The electronic dielectric constant $\varepsilon$ tells how strongly the electrons of a crystal screen an electric field while the nuclei stand still. Light feels it when its frequency lies far above the lattice vibrations and far below the band gap, as in the near infrared, and there its square root is the refractive index. In visible light the index of silicon carbide is somewhat higher. The parts below ask what the computed values for cubic silicon carbide are worth.

Electronic dielectric constant of cubic SiC (F-43m, 2-atom cell) from Kohn-Sham DFT without spin polarisation. The cell was relaxed in both Quantum ESPRESSO runs and in ABINIT run (3), and kept as given in the others. The measured value is 6.49, the high-frequency constant of a bulk crystal from visible and near-infrared optics (arXiv:astro-ph/9903031).

```tsv
program	functional	how the value is got	potentials or basis	wave cutoff (eV)	k-mesh	computed electronic dielectric constant	computed over measured, less one (%)
Quantum ESPRESSO 7.5 (1)	PBE+D3(BJ)	clamped ions, mean of the diagonal	PseudoDojo 0.4.1 SR PBE standard	1115.7	6x6x6	6.905	6.4
Quantum ESPRESSO 7.5 (2)	PBE+D2	clamped ions, mean of the diagonal	PseudoDojo 0.4.1 SR PBE standard	1115.7	6x6x6	6.916	6.6
ABINIT 10.8.3 (1)	LDA	clamped ions, mean of the diagonal	PseudoDojo NC SR LDA v0.4.1 standard	1006.8	6x6x6	6.936	6.9
ABINIT 10.8.3 (2)	PBE	clamped ions, mean of the diagonal	PseudoDojo NC SR PBE v0.4.1 standard	1006.8	4x4x4	7.049	8.6
ABINIT 10.8.3 (3)	PBEsol	clamped ions, mean of the diagonal	PseudoDojo NC SR PBEsol v0.4.1 standard	1006.8	4x4x4	7.167	10.4
ABINIT 10.8.3 (4)	PBEsol	clamped ions, mean of the diagonal	PseudoDojo NC SR PBEsol v0.4 stringent	1006.8	4x4x4	7.167	10.4
```

**(a) The PBE+D2 run in Quantum ESPRESSO exceeds the measured constant by 6.6 %. How large is the error in the refractive index?**

Because the index is $\sqrt{\varepsilon}$, its relative error is about half as large. The run gives $\sqrt{6.916}=2.63$, the measurement $\sqrt{6.49}=2.55$, so the index is about 3 % too high. The other five runs err in the same direction.

**(b) ABINIT with PBE gives 7.049, Quantum ESPRESSO with PBE+D2 gives 6.916. Do the programs disagree?**

Most of the difference probably comes from the k-mesh, the grid of electron wave vectors over which the response is averaged. The labels 4x4x4 for ABINIT and 6x6x6 for Quantum ESPRESSO cannot show this by themselves. ABINIT laid its grid four times with different shifts, which makes 256 points in the full zone, while Quantum ESPRESSO laid its grid once, with 216. The count is no safe guide either, because the placement of the points also decides how well the sampling errors cancel. The case for the mesh therefore rests on the test below. The D2 dispersion term depends only on the positions of the atoms, so it reaches the electronic response only through the relaxed cell, and that is worth about 0.01.

The effective charges of Si and C offer a test, since in a neutral crystal they must sum to zero. On 6x6x6 the sum is off by only about 0.001 e in both programs, while in the 4x4x4 PBE run it is off by 0.033 e. Within ABINIT the shifts are the same in both runs, so there 6x6x6 really is the finer mesh. This points to the mesh and not to the program, though only indirectly: neither program ran PBE on both meshes, and the charges do not measure how far the mesh moves $\varepsilon$.

**(c) Within ABINIT, LDA lies closer to experiment than PBE. Is it the better functional here?**

The table does not support that. The LDA run used the finer mesh, and its lead over PBE, $7.049-6.936=0.113$, is no larger than the difference found in (b). LDA and PBE+D2, both labelled 6x6x6, differ by only 0.02, and even these meshes are not equal: with its four shifts the LDA run has 864 points, the PBE+D2 run 216. The order of the two is unsafe also because the LDA crystal was held in a cell too large for it, under a tension of about 5 GPa; relaxing the cell would lower its value by an estimated 0.06.

**(d) Two PBEsol runs with different potentials both give 7.167. Can all four digits be trusted?**

No. The agreement suggests that the choice between these two sets of potentials hardly matters, and neither does the slight relaxation of the cell in one of the runs. Both runs share the 4x4x4 mesh, however, and therefore share its error, which (b) suggests is about 0.1. A comparison on equal terms is still useful: at the same cell and mesh the unrelaxed PBEsol run lies 0.118 above PBE, and since the potentials seem to matter little, most of this difference probably belongs to the functional.

**(e) Why does the constant stay too high in the 6x6x6 runs too?**

A field polarises the crystal by mixing a little of the empty states into the filled ones. The smaller the energy gap between them, the easier the mixing and the larger $\varepsilon$. LDA and PBE-type functionals are known to make gaps too small, so theory leads us to expect too much screening. A finer mesh averages this response more accurately but does not open the gap.

**(f) Is the gap error large enough to explain the excess?**

Replace all transitions by a single one at a mean gap $E$. The simple model is then

$$\varepsilon-1=\left(\frac{\hbar\omega_p}{E}\right)^2,$$

where $\hbar\omega_p$, the plasma energy, follows from the density of the valence electrons. Eight electrons in the cell give about 23 eV. The PBE+D2 value then sets $E=23/\sqrt{5.916}\approx 9.5$ eV, far above the smallest gap because most transitions lie much higher.

Now raise all empty states by $D$ and leave the orbitals as they are. The dipole strengths do not change, only the energy in the denominator does, so $\varepsilon-1$ shrinks by the factor $E/(E+D)$. The gap of SiC in PBE is too small by roughly 1 eV (a rough recalled figure), which gives

$$\varepsilon\approx 1+5.916\times\frac{9.5}{10.5}\approx 6.35.$$

The shift removes the whole excess and about a third more, so the gap error is large enough. Some overshoot is to be expected: these functionals also miss most of the attraction between an excited electron and the hole it leaves behind, and including it would raise $\varepsilon$ again. The measured value also contains the thermal and zero-point motion of the nuclei, which the runs leave out. Since $E$ was taken from this same row, only the size of the change is tested. The model is also sensitive to its assumption: with the oscillator strengths (and so the plasma energy) held fixed instead of the dipoles, $\varepsilon-1$ shrinks by the square of $E/(E+D)$ and the same shift gives 5.84, far too low. It supports the explanation to an order of magnitude and cannot serve as a correction formula. The printed output after this text shows both versions. Its label for the second, "momentum elements fixed", is wrong: fixed momentum elements would bring in the cube of $E/(E+D)$, not the square, and lower the result still further.

**(g) Which digits would you pass on to someone designing an optical coating?**

For silicon carbide itself, pass on the measured constant or, for visible light, the index measured at the working wavelength. Check the constant in the cited paper first, since it was read out by a program and such readings are occasionally wrong. If a computed constant is wanted, quote 6.9 from the 6x6x6 runs and add that it lies 6 to 7 % above the measured one. From a 4x4x4 run even the first decimal is in doubt. Before comparing functionals, put them on the same mesh, shifts included, and treat the cell alike, then refine the mesh until $\varepsilon$ settles and the effective charges sum to zero.

Printed output of the fit:

```
Excess over the measured value:
                       row  computed  excess  percent
  Quantum ESPRESSO 7.5 (1)     6.905   0.415      6.4
  Quantum ESPRESSO 7.5 (2)     6.916   0.426      6.6
         ABINIT 10.8.3 (1)     6.936   0.446      6.9
         ABINIT 10.8.3 (2)     7.049   0.559      8.6
         ABINIT 10.8.3 (3)     7.167   0.677     10.4
         ABINIT 10.8.3 (4)     7.167   0.677     10.4
Change of the dielectric constant per percent of volume: 0.02602
Correction of PBE+D2 from its relaxed cell to the given cell: 0.007279
ABINIT PBE on 4x4x4 less Quantum ESPRESSO PBE+D2 on 6x6x6: 0.133
Part left for the mesh after the volume correction: 0.1257
Excess of PBE+D2 on 6x6x6 over the measured value: 0.426
Mesh part as percent of the excess of ABINIT PBE: 22.49
Born charge sum in Quantum ESPRESSO PBE+D2 on 6x6x6 (e, size): 0.00126
Born charge sum of ABINIT PBE on 4x4x4 over that of ABINIT LDA on 6x6x6 (ratio): 24.99
PBEsol less PBE at the same cell and mesh: 0.118
PBEsol stringent less PBEsol standard potentials: 0
LDA less PBE+D2 on 6x6x6 with both at the given cell: 0.01272
Estimated change of LDA if its cell were relaxed: -0.06135
Estimated change of PBE if its cell were relaxed: 0.0352
Part added by moving ions in PBE+D2: 3.294
Mean gap of the simple model (eV): 9.504
Rigid shift that would remove the excess with orbitals unchanged (eV): 0.7375
Dielectric constant after a 1 eV shift with orbitals unchanged: 6.353
Dielectric constant after a 1 eV shift with momentum elements fixed: 5.843
```
